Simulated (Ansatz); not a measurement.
What does Ansatz print for the nuclei with this input?

The cell is a Materials Project structure (computed, not necessarily an observed phase), taken as it stands.

```yaml
crystal:
  lattice:
    - [1.9496357324, -5.1993838396, 0.0]
    - [1.9496357324, 5.1993838396, 0.0]
    - [0.0, 0.0, 10.39362921]
  atoms:
    - { symbol: Nb, position: [0.86917183, 0.13082817, 0.94025594] }
    - { symbol: Nb, position: [0.86917183, 0.13082817, 0.55974406] }
    - { symbol: Nb, position: [0.79771981, 0.20228019, 0.25] }
    - { symbol: Nb, position: [0.20228019, 0.79771981, 0.75] }
    - { symbol: Nb, position: [0.13082817, 0.86917183, 0.05974406] }
    - { symbol: Nb, position: [0.13082817, 0.86917183, 0.44025594] }
    - { symbol: "N", position: [0.69121402, 0.30878598, 0.42544992] }
    - { symbol: "N", position: [0.95260278, 0.04739722, 0.11962194] }
    - { symbol: "N", position: [0.95260278, 0.04739722, 0.38037806] }
    - { symbol: "N", position: [0.69121402, 0.30878598, 0.07455008] }
    - { symbol: "N", position: [0.76452702, 0.23547298, 0.75] }
    - { symbol: "N", position: [0.04739722, 0.95260278, 0.88037806] }
    - { symbol: "N", position: [0.30878598, 0.69121402, 0.57455008] }
    - { symbol: "N", position: [0.30878598, 0.69121402, 0.92544992] }
    - { symbol: "N", position: [0.23547298, 0.76452702, 0.25] }
    - { symbol: "N", position: [0.04739722, 0.95260278, 0.61962194] }
kpoints:
  mp_grid: { grid: [8, 8, 3] }
scf:
  occupations: { method: fermi_dirac, width: 0.02 }
hamiltonian:
  xc: r2scan
  pseudopotentials: { kind: paw, frozen_core: stored }
output:
  forces: true
  stress: true
  populations: true
  efg: { quadrupole_moments_barn: { Nb: -0.32, "N": 0.02044 } }
  write_density: true
  write_potential: true
  elf: true
  volumetric_format: npy
```

```sh
ansatz run input.yaml --threads 1 --pin off --max-ram 3072MiB --backend cpu --events-out ev --progress --plain --runs-dir out
```

Of the output, the block on the nuclei alone is shown; the set-up, the SCF iterations, energies, forces and stress are cut. One atom of each set with nearly equal values is shown.

```
--- PAW observables at the nuclei: V_zz in 10²¹ V/m², potentials from the cell's mean, atoms counted from 1 ---
  atom   1  Nb V_zz =    +3.757371   η = 0.7274   by run symmetry: allowed   C_q = -29.0729 MHz
            electrostatic potential = -6135.206150 V   contact ρ = none
  atom   3  Nb V_zz =    +3.740056   η = 0.8871   by run symmetry: allowed   C_q = -28.9389 MHz
            electrostatic potential = -6134.876704 V   contact ρ = none
  atom   7  N  V_zz =    +0.492189   η = 0.6116   by run symmetry: allowed   C_q = +0.2433 MHz
            electrostatic potential = -518.726539 V   contact ρ = none
  atom   8  N  V_zz =    -2.573208   η = 0.4964   by run symmetry: allowed   C_q = -1.2718 MHz
            electrostatic potential = -518.839262 V   contact ρ = none
  atom  11  N  V_zz =    +0.915104   η = 0.7989   by run symmetry: allowed   C_q = +0.4523 MHz
            electrostatic potential = -518.588580 V   contact ρ = none
```

Hardware: 1 thread of AMD EPYC 9R45 (Zen 5) (x86_64; 16 cores open to the job, memory cap 3.0 GiB, no GPU), a shared host with a load of 0.2 a core. Wall time 35 s, CPU time 35 s, peak memory 1.5 GiB.

At this cell the r2SCAN pressure is -6 GPa, so with r2SCAN the cell would shrink if it were relaxed. The entry's cell may itself be off. The largest force is 0.4 eV/Å, so the atoms aren't at the calculated equilibrium and relaxing them would move these values. Without spin–orbit coupling (the program notes it for Nb) the gradients can shift somewhat, as the gap is small.
